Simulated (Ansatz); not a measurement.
# Sb (P-1) in Ansatz: single point with HSE06+D3(BJ)

Aim: the single point of Sb with HSE06+D3(BJ).

All numbers are computed with Ansatz 0.2.0; they aren't measurements. Logs are shortened: lines on timing, memory, paths and dates and some standing lists are left out, and cuts for length are marked.

## (1) The cell of the first run

The typed cell holds 1 atom: a = 3.163 Å, b = 3.137 Å, c = 3.180 Å, α = 89.01°, β = 90.42°, γ = 90.54°.

This isn't the form of Sb at room conditions, which is rhombohedral.

## (2) Single point, HSE06+D3(BJ) (cell strained at random at fixed volume)

input.yaml reads:

```yaml
crystal:
  lattice:
    - [3.163407, -0.014883, -0.011569]
    - [-0.014883, 3.136754, 0.027171]
    - [-0.011569, 0.027171, 3.180338]
  atoms:
    - { symbol: Sb, position: [0.00788, 0.013947, 0.009095] }
hamiltonian:
  xc: hse06
  pseudopotentials: { kind: paw }
  dispersion: d3bj
kpoints:
  mp_grid: { grid: [4, 4, 4] }
scf:
  occupations: { method: fermi_dirac, width: 0.1 }
output:
  forces: true
  stress: true
  eigenvalues: true
  write_density: true
  write_potential: true
  elf: true
  volumetric_format: npy
```

Potentials or basis: Ansatz PAW.

Launch:

```
$ ansatz run input.yaml --threads 2 --pin off --max-ram 5632MiB --backend cpu --events-out ev --progress --plain --runs-dir out
```

Output:

```text
Warning: output.stress: scf.convergence.dr2_threshold = 1e-7 eV (the SCF's general default) is looser than the 1e-10 eV advised for a printed stress (1e-10 eV for each atom of the cell: 1). What an SCF threshold leaves in a stress goes as its square root, and in the free energy as the threshold itself, and one threshold admits the most on a small cell: of the crystals measured, under no hybrid functional and no lock of the moments, on runs that ended without the residual-converged pass, on stresses that held no estimate of that error, the worst erred by over 100 MPa in a component at 1e-7 eV an atom and by under 5 at 1e-10. Set scf.convergence.dr2_threshold to 1e-10 eV or tighter. The threshold is an SCF's pass mark: one that does not reach it within its budget of iterations ends unconverged, or closes short of it on a stop that the run arms, and scf.convergence.dr2_threshold's page says what that costs each kind of run
Warning: output.stress: scf.exx.energy_threshold = 1e-6 eV is looser than the 1e-8 eV advised for a stress under a hybrid functional (1e-8 eV for each atom of the cell: 1). Every SCF of the exchange loop can meet its threshold on dr2 while the loop round them stops early: no threshold on dr2 bounds what that leaves in the stress. Set scf.exx.energy_threshold to 1e-8 eV or tighter. The threshold is the loop's pass mark: a loop that does not reach it within its budget of cycles ends unconverged, and scf.exx.energy_threshold's page has the law
Warning: RAYON_NUM_THREADS=2 ignored (pool sized by the plan → 2); use --threads N
Engine: ansatz 0.2.0, aarch64-unknown-linux-gnu
Pseudopotentials: kind: paw
Pseudopotential: Sb, paw, valence charge 15, recommended cutoff 420 eV (normal), Sb.paw.azcp
Functional definition: HSE06
  parameter a = 0.25
  parameter omega = 0.11/bohr
  exchange = pbe_x - a*pbe_x_sr(omega) + a*exact_x_sr(omega)
  correlation = pbe_c
Crystal: 1 atoms, lattice volume = 31.555 Å³
Basis set: ecut = 420 eV, 619 PW (Γ), exchange–correlation on 48×48×48 points (8 copies of the dense FFT grid, shifted against one another)
Bands: 12, of which v1, the nominal top of the filled ones, is band 8 counted from 1 (7 counted from 0)
Symmetry: 2 space group operations
Space group: P-1 (ITA 2), of the structure as read, at distance tolerance 3.2e-5 Å
k-points: 36 of 64
Non-local potential: Sb, projectors of the file, l = 0: 2, l = 1: 2, l = 2: 2, l = 3: 2
PAW form: soft (Blöchl's): semilocal exchange-correlation on the pseudo side does not see the compensation charge
PAW frozen core: Sb, regenerated for the run's functional, and the local potential with it (the file was generated under x = pbe(κ = 0.804, μ = 0.2195149727645171), c = pbe(β = 0.06672455060314922))
PAW one-centre angular grid: Sb, 590 points (default); XC on 64 Gauss nodes
Initial density: superposition of atomic densities (neutral atoms: chi_scale 0, normalization atom), corrected by the library's trained network
Initial wavefunctions: pseudopotential atomic-orbital guess
Functional: x = pbe(κ = 0.804, μ = 0.2195149727645171), c = pbe(β = 0.06672455060314922), warm-up for x = pbe(κ = 0.804, μ = 0.2195149727645171) + 0.25 (exact − pbe) at short range (hse, ω = 0.20786987370883472 Å⁻¹), c = pbe(β = 0.06672455060314922); HSE06 as pw.x's `hse` composes it (authors' and Libxc's form: `xc: wpbeh`)
SCF iter   1: F=—  HF=-6484.652695 eV  |F-HF|=—  |Δ(HF+E_count)|=         —  Δρ=2.42e-3  dr2=1.78e-3  ethr=1.77e-3  ⟨swp⟩=11.1  Hψ=2159  notcnv=0
preconditioner: auto → none  [insulator: Δε(μ)=0.484 eV  Ē_g=11.829 eV  σ=0.100 eV  W_gap=0.77  n_scr=6 (ndim 8)  ℏωp=14.8 eV  f_vac=0.004  D(μ)=0.68/eV (n_scr^D=0)]
SCF iter   2: F=—  HF=-6484.652395 eV  |F-HF|=—  |Δ(HF+E_count)|=   3.00e-4  Δρ=1.26e-3  dr2=3.08e-4  ethr=1.19e-5  ⟨swp⟩=3.2  Hψ=930  notcnv=0  defer=10
iter 3 solved again at ethr=2.24e-8 eV; its pass at ethr=2.05e-6 eV (dr2=3.36e-6 eV) is discarded
SCF iter   3: F=—  HF=-6484.652367 eV  |F-HF|=—  |Δ(HF+E_count)|=   2.84e-5  Δρ=9.64e-5  dr2=2.69e-6  ethr=2.24e-8  ⟨swp⟩=4.0  Hψ=1894  notcnv=0  defer=3
eigensolver tolerance schedule: the retry pair's looser diagonalisation over-reported the residual by 0.25 of it (diagonalisation noise at 0.25 of the residual, at the tolerance the schedule requests for it); recorded, not acted on — ethr = c·dr2/N_el stays at c = 1.0e-1
SCF iter   4: F=—  HF=-6484.652365 eV  |F-HF|=—  |Δ(HF+E_count)|=   1.56e-6  Δρ=2.57e-5  dr2=1.67e-7  ethr=1.79e-8  ⟨swp⟩=3.1  Hψ=1011  notcnv=0  defer=3
SCF iter   5: F=—  HF=-6484.652366 eV  |F-HF|=—  |Δ(HF+E_count)|=   1.91e-7  Δρ=5.64e-6  dr2=6.72e-9  ethr=1.11e-9  ⟨swp⟩=3.1  Hψ=833  notcnv=0  defer=3
SCF iter   6: F=-6484.652366 eV  HF=-6484.652366 eV  |F-HF|=4.91e-11  |Δ(HF+E_count)|=  4.00e-11  Δρ=1.11e-6  dr2=2.16e-10  ethr=4.48e-11  ⟨swp⟩=3.1  Hψ=865  notcnv=0  defer=2
SCF 1 converged in 6 iterations: F = -6484.652366 eV  dr2 = 2.16e-10
Initial density: handed on by an earlier stage of this run
Initial wavefunctions: those handed on with the density
Functional: x = pbe(κ = 0.804, μ = 0.2195149727645171) + 0.25 (exact − pbe) at short range (hse, ω = 0.20786987370883472 Å⁻¹), c = pbe(β = 0.06672455060314922); HSE06 as pw.x's `hse` composes it (authors' and Libxc's form: `xc: wpbeh`)
Exchange kernel: α = 0.2500, screened, ω = 0.2079 Å⁻¹, Wigner–Seitz truncation, v(0) = 994.4228 eV·Å³, q-mesh 4×4×4, nearest image of the exchange supercell L = 12.55 Å, pair-density grid 24×24×24, without the augmentation charges, whose exchange is taken in its separable form by FFT convolution over the k-point mesh (the finest that the files' search goes to), smooth part of the exact exchange by density-matrix convolution
Frozen-core exchange: fock
iter 1 solved again at ethr=2.16e-5 eV; its pass at ethr=1.00e-1 eV (dr2=3.24e-3 eV) is discarded
SCF iter   1: F=—  HF=-6488.807418 eV  |F-HF|=—  |Δ(HF+E_count)|=         —  Δρ=4.62e-3  dr2=3.72e-3  ethr=2.16e-5  ⟨swp⟩=4.7  Hψ=2469  notcnv=0
preconditioner: auto → none  [insulator: Δε(μ)=0.646 eV  Ē_g=13.007 eV  σ=0.100 eV  W_gap=0.75  n_scr=6 (ndim 8)  ℏωp=14.8 eV  f_vac=0.003  D(μ)=0.55/eV (n_scr^D=0)]
SCF iter   2: F=—  HF=-6488.806520 eV  |F-HF|=—  |Δ(HF+E_count)|=   8.98e-4  Δρ=2.02e-3  dr2=8.54e-4  ethr=2.16e-5  ⟨swp⟩=2.0  Hψ=717  notcnv=0
SCF iter   3: F=—  HF=-6488.808425 eV  |F-HF|=—  |Δ(HF+E_count)|=   1.90e-3  Δρ=6.41e-4  dr2=7.04e-5  ethr=4.21e-6  ⟨swp⟩=3.2  Hψ=828  notcnv=0  defer=1
SCF iter   4: F=—  HF=-6488.808417 eV  |F-HF|=—  |Δ(HF+E_count)|=   7.44e-6  Δρ=4.52e-5  dr2=2.64e-6  ethr=3.86e-7  ⟨swp⟩=3.0  Hψ=896  notcnv=0  defer=1
SCF iter   5: F=-6488.808436 eV  HF=-6488.808436 eV  |F-HF|=1.05e-7  |Δ(HF+E_count)|=   1.88e-5  Δρ=5.92e-5  dr2=5.42e-7  ethr=2.29e-9  ⟨swp⟩=4.5  Hψ=1598  notcnv=0  defer=7
SCF 2 stopped early in 5 iterations: F = -6488.808436 eV  dr2 = 5.42e-7
hybrid outer 1: dexx = +2.157e-3 eV, tail = 3.06e-5 eV
Exchange kernel: α = 0.2500, screened, ω = 0.2079 Å⁻¹, Wigner–Seitz truncation, v(0) = 994.4228 eV·Å³, q-mesh 4×4×4, nearest image of the exchange supercell L = 12.55 Å, pair-density grid 24×24×24, without the augmentation charges, whose exchange is taken in its separable form by FFT convolution over the k-point mesh (the finest that the files' search goes to), smooth part of the exact exchange by density-matrix convolution
Frozen-core exchange: fock
SCF iter   1: F=—  HF=-6488.808306 eV  |F-HF|=—  |Δ(HF+E_count)|=         —  Δρ=2.97e-5  dr2=2.34e-7  ethr=1.02e-6  ⟨swp⟩=3.6  Hψ=928  notcnv=0
preconditioner: auto → none  [insulator: Δε(μ)=0.647 eV  Ē_g=13.016 eV  σ=0.100 eV  W_gap=0.73  n_scr=6 (ndim 8)  ℏωp=14.8 eV  f_vac=0.003  D(μ)=0.54/eV (n_scr^D=0)]
SCF iter   2: F=—  HF=-6488.808306 eV  |F-HF|=—  |Δ(HF+E_count)|=   3.82e-7  Δρ=1.74e-5  dr2=3.71e-8  ethr=1.39e-9  ⟨swp⟩=4.3  Hψ=1268  notcnv=0  defer=3
SCF iter   3: F=-6488.808306 eV  HF=-6488.808306 eV  |F-HF|=4.06e-9  |Δ(HF+E_count)|=   1.49e-8  Δρ=8.21e-6  dr2=6.08e-9  ethr=2.02e-10  ⟨swp⟩=2.4  Hψ=789  notcnv=0  defer=12
SCF 3 converged in 3 iterations: F = -6488.808306 eV  dr2 = 6.08e-9
  Residual-converged pass: ⟨swp⟩=3.0  Hψ=837  notcnv=0  max |occ|·‖R‖ = 2.2e-6 eV (tolerance 2.4e-6 eV)  dr2=6.09e-9  dr2_onsite=1.36e-9  max |Δocc| = 4.2e-12
hybrid outer 2: dexx = +1.945e-7 eV, tail = 1.64e-8 eV, Δε = 2.91e-3 eV (about 1.41e-4 eV left of the loop's levels)
hybrid SCF converged: 2 outer / 8 inner (+6 warm-up), last move |dexx| = 1.95e-7 eV, tail = 1.64e-8 eV
Stability not checked: this state was not tested for a lower state beside it, because the functional holds exact exchange (a hybrid, or Hartree-Fock), whose exchange loop this test does not read (fock_operator; see scf.lower_state_search)
Free energy (F): -6488.808306 eV
Frozen-core exchange: fock
Harris-Foulkes:  -6488.808306 eV  (|F-HF|=4.06e-9)
Internal energy: -6488.788747 eV  (E = F + TS)
E sigma→0 (E₀):  -6488.798527 eV
Entropy (-TS):   -0.019559 eV (-19.559 meV/atom)
Fermi energy:    9.039898 eV
--- Per-component energies (eV) ---
  E_band       = -209.314102
  E_kinetic    = 204.934907
  E_local      = -1609.874548  (includes V_loc(G=0)·N_el)
  E_nonlocal   = 361.771633
  E_hartree    = 727.473191
  E_xc         = -110.478751
  E_vxc        = -76.734402  (∫ρ·V_xc dr)
  E_exx        = -40.264099  (= α·E_x^exact, valence–valence)
  E_paw        = -4567.284206  (= ΣΔE_a)
  E_vpaw       = -463.830306  (= ΣTr[D̂ρ^β])
  E_aug_tail   = -0.000001  (compensation charges beyond the density's cutoff)
  E_ewald      = -1454.493358
  E_disp       = -0.598827  (pairwise vdW)
  E_core_change = 0.025310  (= ΣΔE_core)
  E_smearing   = -0.019559  (= −TS)
  E_closure    = 0.000002  (closes the sum)
  Σ components = -6488.808306   (vs F -6488.808306, Δ=0.00e0)
--- Forces (eV/Å), atoms counted from 1 ---
  atom   1  Sb     0.00000000     0.00000000     0.00000000
  max |Σ_I F_I| component: 0.00e0 eV/Å
--- Stress (GPa, compression-positive) ---
       -8.183473       0.318362       0.211240
        0.318362      -8.735138      -0.494666
        0.211240      -0.494666      -8.269773
  P = ⅓ Tr σ = -8.3961 GPa (-83.961 kbar)
--- Band table (eV; the first three rows and the last of 36) ---
  k-point 0: bands = ["-22.7857", "-22.7691", "-22.6191", "-22.6149", "-22.6120", "-4.4125", "12.3189", "12.4768", "12.7402", "16.3934", "16.5462", "17.5527"]
  k-point 1: bands = ["-22.7812", "-22.7062", "-22.6357", "-22.6322", "-22.6142", "-3.5078", "6.7809", "13.3112", "13.5717", "17.3181", "18.1195", "23.2477"]
  k-point 2: bands = ["-22.7779", "-22.6545", "-22.6511", "-22.6420", "-22.6125", "-1.9757", "3.0484", "14.4826", "14.7443", "18.8885", "20.2175", "21.0511"]
  k-point 35: bands = ["-22.7055", "-22.6998", "-22.6922", "-22.5578", "-22.5571", "3.9125", "7.0715", "7.2875", "7.4001", "14.2450", "14.4193", "14.5373"]
```

Run time: 14 s. Hardware: 2 threads of Arm Neoverse V1, shared host; peak memory 0.64 GiB.

What came out:

```
Free energy            : -6488.8083 eV
Pressure               : -8.4 GPa
Band gap on the k mesh : none (metal or under the smearing width)
```

Levels at points of the mesh, in eV from the Fermi level:
```tsv
k point	band 5	band 6	band 7	band 8	band 9	band 10
(0.00, 0.00, 0.00)	-31.65	-13.45	3.28	3.44	3.70	7.35
(0.00, 0.00, -0.50)	-31.65	-11.02	-5.99	5.44	5.70	9.85
(0.00, -0.50, 0.00)	-31.65	-10.82	-6.03	5.44	5.61	9.86
(0.00, -0.50, -0.50)	-31.60	-8.16	-3.94	-3.66	2.63	7.57
(-0.50, 0.00, 0.00)	-31.65	-10.94	-6.01	5.34	5.78	9.85
(-0.50, 0.00, -0.50)	-31.60	-8.30	-3.89	-3.78	2.61	7.73
(-0.50, -0.50, 0.00)	-31.60	-8.07	-3.87	-3.70	2.64	7.47
(-0.50, -0.50, -0.50)	-31.60	-5.13	-1.97	-1.75	-1.64	5.21
```

Caveat: the k mesh is coarse (spacing up to 0.50 Å⁻¹), so the values aren't converged, least of all with exact exchange; pairwise dispersion overbinds metals, which lowers pressure and volume; the PAW data sets come from PBE, with cores solved anew for the run's functional, which leaves a small shift of forces and pressure; the thresholds are loose for stress. Spin-orbit coupling is left out, which matters for the levels of Sb.
